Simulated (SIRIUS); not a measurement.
# MnO (Fm-3m) in SIRIUS: further runs

Runs on MnO. Level: LDA+U. Tasks: single point.

All numbers are computed with SIRIUS 7.10.0; they aren't measurements. Logs are shortened: lines on timing, memory, paths and dates and some standing lists are left out, and cuts for length are marked. The log counts tension as positive stress, the text compression.

## (1) The structure

The structure is cubic, space group Fm-3m (No. 225). Conventional cell: a = 4.448 Å, b = 4.448 Å, c = 4.448 Å, α = 90.00°, β = 90.00°, γ = 90.00°. Mn (site symmetry m-3m) has 6 O at 2.22 Å as nearest neighbours. O (site symmetry m-3m) is surrounded by 6 Mn at 2.22 Å.

The cell is a database's computed one.

## (2) Single point, LDA+U, collinear spin, ferromagnetic start

sirius.json reads:

```json
{
  "control": {
    "processing_unit": "cpu",
    "verbosity": 2,
    "num_bands_to_print": 18,
    "print_forces": true,
    "print_stress": true
  },
  "parameters": {
    "electronic_structure_method": "pseudopotential",
    "xc_functionals": ["XC_LDA_X", "XC_LDA_C_PW"],
    "gk_cutoff": 9.8,
    "pw_cutoff": 19.6,
    "ngridk": [7, 7, 7],
    "shiftk": [0, 0, 0],
    "smearing": "fermi_dirac",
    "smearing_width": 0.0018374661,
    "num_bands": 18,
    "num_mag_dims": 1,
    "num_dft_iter": 100,
    "energy_tol": 1e-08,
    "density_tol": 1e-06,
    "hubbard_correction": true
  },
  "iterative_solver": {
    "type": "davidson",
    "min_tolerance": 1e-09,
    "tolerance_scale": [0.1, 0.25]
  },
  "mixer": {
    "type": "anderson",
    "beta": 0.5,
    "max_history": 8
  },
  "settings": {
    "tol_ne": 1e-10,
    "pseudo_grid_cutoff": 6.5,
    "smooth_initial_mag": true
  },
  "unit_cell": {
    "lattice_vectors": [
      [0.0, 4.202576484738, 4.202576484738],
      [4.202576484738, 0.0, 4.202576484738],
      [4.202576484738, 4.202576484738, 0.0]
    ],
    "atom_coordinate_units": "lattice",
    "atom_types": ["Mn", "O"],
    "atom_files": {
      "O": "O.json",
      "Mn": "Mn.json"
    },
    "atoms": {
      "Mn": [
        [0.0, 0.0, 0.0, 0.0, 0.0, 4.0]
      ],
      "O": [
        [0.5, 0.5, 0.5, 0.0, 0.0, 0.0]
      ]
    }
  },
  "hubbard": {
    "simplified": true,
    "hubbard_subspace_method": "full_orthogonalization",
    "local": [
      {
        "atom_type": "Mn",
        "n": 3,
        "l": 2,
        "U": 0.07349864,
        "J": 0.0,
        "total_initial_occupancy": 5
      }
    ]
  }
}
```

Potentials or basis: PseudoDojo 0.4.1 PBE standard (scalar relativistic).

On the command line:

```bash
$ upf_to_json O.upf
$ upf_to_json Mn.upf
$ # the labels of the atomic orbitals (3D, 4S, ...) are then added to the .json files where the converter dropped them
$ OMP_NUM_THREADS=1 sirius.scf --input=sirius.json --output=out.json --task=0
```

What it wrote:

```text
[info] SIRIUS version : 7.10.0
[info] number of MPI ranks           : 1
[info] MPI grid                      : 1 1
[info] maximum number of OMP threads : 1
[fft] FFT context for density and potential
[fft] =====================================
[fft]   comm size                             : 1
[fft]   plane wave cutoff                     : 19.6
[fft]   grid size                             : 40 40 40   total : 64000
[fft]   grid limits                           : -19 20   -19 20   -19 20
[fft]   number of G-vectors within the cutoff : 9442
[fft]   local number of G-vectors             : 9442
[fft]   number of G-shells                    : 536
[fft] FFT context for coarse grid
[fft] =====================================
[fft]   comm size                             : 1
[fft]   plane wave cutoff                     : 19.6
[fft]   grid size                             : 40 40 40   total : 64000
[fft]   grid limits                           : -19 20   -19 20   -19 20
[fft]   number of G-vectors within the cutoff : 9442
[fft]   local number of G-vectors             : 9442
[fft]   number of G-shells                    : 536
[unit cell] lattice vectors
[unit cell]   a1 :       0.0000000000      4.2025764847      4.2025764847
[unit cell]   a2 :       4.2025764847      0.0000000000      4.2025764847
[unit cell]   a3 :       4.2025764847      4.2025764847      0.0000000000
[unit cell] reciprocal lattice vectors
[unit cell]   b1 :      -0.7475396736      0.7475396736      0.7475396736
[unit cell]   b2 :       0.7475396736     -0.7475396736      0.7475396736
[unit cell]   b3 :       0.7475396736      0.7475396736     -0.7475396736
[unit cell] unit cell volume :       148.44886246 [a.u.^3]
[unit cell] 1/sqrt(omega)    :         0.08207513
[unit cell] MT volume        :         0.00000000 ( 0.00%)
[unit cell] IT volume        :       148.44886246 (100.00%)
[unit cell] number of atom types : 2
[unit cell] type id : 0 symbol : Mn mt_radius :  14.630000 num_atoms : 1
[unit cell] type id : 1 symbol :  O mt_radius :   9.350000 num_atoms : 1
[unit cell] total number of atoms : 2
[unit cell] number of symmetry classes : 2
[unit cell] number of PAW atoms : 0
[unit cell] atom id  type id  class id             position                      vector_field
[unit cell] ------------------------------------------------------------------------------------------
[unit cell]      0        0        0      0.00000   0.00000   0.00000      0.00000   0.00000   4.00000
[unit cell]      1        1        1      0.50000   0.50000   0.50000      0.00000   0.00000   0.00000
[unit cell] atom id         position (Cartesian, a.u.)
[unit cell] ---------------------------------------------
[unit cell]      0       0.000000    0.000000    0.000000
[unit cell]      1       4.202576    4.202576    4.202576
[unit cell] class id : 0 atom id : 0
[... 483 lines left out ...]
[find] Hubbard one-el contribution    :      -0.17101699 (Ha),      -0.34203399 (Ry)
[find] Total energy                   :    -125.12644610 (Ha),    -250.25289221 (Ry)
[find] Free energy (E-TS)             :    -125.12651043 (Ha),    -250.25302086 (Ry)
[find] band gap (eV)                  :       0.00000000
[find] Efermi                         :       0.47376922
[find] iteration : 12, RMS : 8.292099570527e-08, energy difference : -4.071168291375e-09
[find] Hartree energy of density residual : 4.558512070422e-13
[find] bands are converged : true
[find] iterative solver converged : true
[find] converged after 13 SCF iterations!
[find] Charges and magnetic moments
[find] --------------------------------------------------------------------------------
[find] atom                moment                |moment|
[find] --------------------------------------------------------------------------------
[find]    0 [  0.00000,   0.00000,   3.83139]    3.831390
[find]    1 [  0.00000,   0.00000,   0.22666]    0.226660
[find] total charge          : 21.000000
[find] total moment          : [  0.00000,   0.00000,   4.99355], magnitude : 4.993554
[find] Energy
[find] --------------------------------------------------------------------------------
[find] valence_eval_sum               :      -9.47957997
[find] <rho|V^{XC}>                   :     -20.45826082
[find] <rho|E^{XC}>                   :     -22.21626890
[find] <mag|B^{XC}>                   :      -0.37428758
[find] <rho|V^{H}>                    :      63.18447085
[find] one-electron contribution      :     -51.66048542 (Ha),    -103.32097084 (Ry)
[find] hartree contribution           :      31.59223542
[find] xc contribution                :     -22.21626890
[find] ewald contribution             :     -82.85399003
[find] PAW contribution               :       0.00000000
[find] smearing (-TS)                 :      -0.00006433
[find] SCF correction                 :       0.00000352
[find] Hubbard energy                 :       0.01205930 (Ha),       0.02411860 (Ry)
[find] Hubbard one-el contribution    :      -0.17101699 (Ha),      -0.34203399 (Ry)
[find] Total energy                   :    -125.12644610 (Ha),    -250.25289221 (Ry)
[find] Free energy (E-TS)             :    -125.12651043 (Ha),    -250.25302086 (Ry)
[find] band gap (eV)                  :       0.00000000
[find] Efermi                         :       0.47376922
[ground_state] === stress tensor components [kbar] ===
[ground_state] === stress_kin ===
[ground_state] -78648.830936    0.000000    0.000000
[ground_state]     0.000000-78648.830936   -0.000000
[ground_state]     0.000000   -0.000000-78648.830936
[ground_state] === stress_har ===
[ground_state] -20870.835449    0.000000   -0.000000
[ground_state]     0.000000-20870.835449   -0.000000
[ground_state]    -0.000000   -0.000000-20870.835449
[ground_state] === stress_ewald ===
[ground_state] 54735.980820   -0.000000    0.000000
[ground_state]    -0.00000054735.980820    0.000000
[ground_state]     0.000000    0.00000054735.980820
[ground_state] === stress_vloc ===
[ground_state] 15960.132417   -0.000000   -0.000000
[ground_state]    -0.00000015960.132417    0.000000
[ground_state]    -0.000000    0.00000015960.132417
[ground_state] === stress_xc ===
[ground_state] -2742.389298    0.000000    0.000000
[ground_state]     0.000000-2742.389298   -0.000000
[ground_state]     0.000000   -0.000000-2742.389298
[ground_state] === stress_core ===
[ground_state] 14712.279037   -0.000000    0.000000
[ground_state]    -0.00000014712.279037    0.000000
[ground_state]     0.000000    0.00000014712.279037
[ground_state] === stress_nonloc ===
[ground_state] 16911.607612   -0.000000    0.000000
[ground_state]    -0.00000016911.607612    0.000000
[ground_state]     0.000000    0.00000016911.607612
[ground_state] === stress_us_nl ===
[ground_state] 16911.607612   -0.000000    0.000000
[ground_state]    -0.00000016911.607612    0.000000
[ground_state]     0.000000    0.00000016911.607612
[ground_state] === stress_hubbard ===
[ground_state]    -1.680576    0.000000   -0.000000
[ground_state]     0.000000   -1.680576   -0.000000
[ground_state]    -0.000000   -0.000000   -1.680576
[ground_state] === stress_total ===
[ground_state]    56.263628   -0.000000    0.000000
[ground_state]    -0.000000   56.263628    0.000000
[ground_state]     0.000000    0.000000   56.263628
[ground_state] ==== total Forces in Ha/bohr =====
[ground_state] atom:    0, force:       0.0000000      0.0000000      0.0000000
[... 14 lines left out ...]
[ground_state] atom:    0, force:       0.0000000      0.0000000      0.0000000
[ground_state] atom:    1, force:       0.0000000      0.0000000      0.0000000
[ground_state] ==== contribution from Hubbard correction =====
[ground_state] atom:    0, force:       0.0000000      0.0000000      0.0000000
[ground_state] atom:    1, force:       0.0000000      0.0000000      0.0000000
[~DFT_ground_state] local op. applied: 21329
[~DFT_ground_state] evp. work count: 5050.22
[~DFT_ground_state] number of iterative solver steps: 1066
```

Run time: 41 s. Hardware: 1 thread of Arm Neoverse V2, shared host; peak memory 0.33 GiB.

Results:

```
Free energy            : -3404.8658 eV
Pressure               : -5.6 GPa
Band gap on the k mesh : none (metal or under the smearing width)
Net moment             : 4.99 μB per cell
Absolute moment        : 4.99 μB per cell
```

Eigenvalues of the final occupation matrices:
```csv
site,spin,trace,eigenvalues
site 1,1,4.98,0.99 0.99 1.00 1.00 1.00
site 1,2,0.33,0.04 0.04 0.04 0.11 0.11
```

Caveat: the potentials were made for another functional, which shifts forces and pressure; a cell with one magnetic atom can't hold antiferromagnetic order, which such compounds often take.

## (3) Single point, LDA+U, collinear spin, ferromagnetic start

sirius.json, as its differences from that of step 2:

```diff
@@ -68,3 +68,3 @@
         "l": 2,
-        "U": 0.07349864,
+        "U": 0.14699729,
         "J": 0.0,
```

Potentials or basis: PseudoDojo 0.4.1 PBE standard (scalar relativistic).

On the command line:

```bash
$ upf_to_json O.upf
$ upf_to_json Mn.upf
$ # the labels of the atomic orbitals (3D, 4S, ...) are then added to the .json files where the converter dropped them
$ OMP_NUM_THREADS=1 sirius.scf --input=sirius.json --output=out.json --task=0
```

Run time: 39 s. Hardware: 1 thread of Arm Neoverse V2, shared host; peak memory 0.33 GiB.

It converged, with:

```
Free energy     : -3404.5648 eV
Pressure        : -3.1 GPa
Net moment      : 5.00 μB per cell
Absolute moment : 5.00 μB per cell
```

Eigenvalues of the final occupation matrices:
```csv
site,spin,trace,eigenvalues
site 1,1,4.98,0.99 0.99 1.00 1.00 1.00
site 1,2,0.28,0.03 0.03 0.03 0.09 0.09
```

Caveat: the program's gap line is unreliable for spin-polarised or charged cells, so no gap is listed; the potentials were made for another functional, which shifts forces and pressure; a cell with one magnetic atom can't hold antiferromagnetic order, which such compounds often take. The state reached can hang on the start; a lower one may exist.

## (4) Single point, LDA+U, collinear spin, ferromagnetic start

sirius.json, as its differences from that of step 3:

```diff
@@ -41,6 +41,7 @@
     "lattice_vectors": [
-      [0.0, 4.202576484738, 4.202576484738],
-      [4.202576484738, 0.0, 4.202576484738],
-      [4.202576484738, 4.202576484738, 0.0]
+      [0.0, 0.707106781187, 0.707106781187],
+      [0.707106781187, 0.0, 0.707106781187],
+      [0.707106781187, 0.707106781187, 0.0]
     ],
+    "lattice_vectors_scale": 5.9433406616,
     "atom_coordinate_units": "lattice",
@@ -68,3 +69,3 @@
         "l": 2,
-        "U": 0.14699729,
+        "U": 0.22049593,
         "J": 0.0,
```

On the command line:

```bash
$ upf_to_json O.upf
$ upf_to_json Mn.upf
$ # the labels of the atomic orbitals (3D, 4S, ...) are then added to the .json files where the converter dropped them
$ OMP_NUM_THREADS=1 sirius.scf --input=sirius.json --output=out.json --task=0
```

Wall time 44 s (1 thread of Arm Neoverse V2, shared host); peak memory 0.33 GiB.

Results (log left out):

* Free energy: -3404.3064 eV
* Pressure: -0.7 GPa
* Net moment: 5.00 μB per cell
* Absolute moment: 5.00 μB per cell

Eigenvalues of the final occupation matrices:
```
  site  spin  trace               eigenvalues
site 1     1   4.99  1.00 1.00 1.00 1.00 1.00
site 1     2   0.24  0.03 0.03 0.03 0.08 0.08
```

Caveat: the program's gap line is unreliable for spin-polarised or charged cells, so no gap is listed; the potentials were made for another functional, which shifts forces and pressure; a cell with one magnetic atom can't hold antiferromagnetic order, which such compounds often take. The state reached can hang on the start; a lower one may exist.

## (5) Single point, LDA+U, collinear spin, ferromagnetic start

sirius.json, as its differences from that of step 4:

```diff
@@ -69,3 +69,3 @@
         "l": 2,
-        "U": 0.22049593,
+        "U": 0.29399458,
         "J": 0.0,
```

On the command line:

```bash
$ upf_to_json O.upf
$ upf_to_json Mn.upf
$ # the labels of the atomic orbitals (3D, 4S, ...) are then added to the .json files where the converter dropped them
$ OMP_NUM_THREADS=1 sirius.scf --input=sirius.json --output=out.json --task=0
```

Run time: 44 s. Hardware: 1 thread of Arm Neoverse V2, shared host; peak memory 0.33 GiB.

Results (log left out):

* Free energy: -3404.0837 eV
* Pressure: 1.6 GPa
* Net moment: 5.00 μB per cell
* Absolute moment: 5.00 μB per cell

Eigenvalues of the final occupation matrices:
| site | spin | trace | eigenvalues |
| --- | --- | --- | --- |
| site 1 | 1 | 4.99 | 1.00 1.00 1.00 1.00 1.00 |
| site 1 | 2 | 0.21 | 0.02 0.02 0.02 0.07 0.07 |

Caveat: the program's gap line is unreliable for spin-polarised or charged cells, so no gap is listed; the potentials were made for another functional, which shifts forces and pressure; a cell with one magnetic atom can't hold antiferromagnetic order, which such compounds often take.

## (6) The runs side by side

| U | pressure (GPa) | moment (μB) |
| --- | --- | --- |
| Mn d U = 2 eV | -5.6 | 4.99 |
| Mn d U = 4 eV | -3.1 | 5.00 |
| Mn d U = 6 eV | -0.7 | 5.00 |
| Mn d U = 8 eV | 1.6 | 5.00 |

Alike in all rows: task single point; level LDA+U; potentials or basis PseudoDojo 0.4.1 PBE standard (scalar relativistic); spin collinear, ferromagnetic start; cell as given; k mesh 7 × 7 × 7; cutoff (eV) 1307; smearing fermi-dirac 0.05 eV.

Caveats: the potentials were made for another functional, which shifts forces and pressure; a cell with one magnetic atom can't hold antiferromagnetic order, which such compounds often take; the program's gap line is unreliable for spin-polarised or charged cells, so no gap is listed (some runs).

Absolute energies hang on the potentials; compare differences alone.
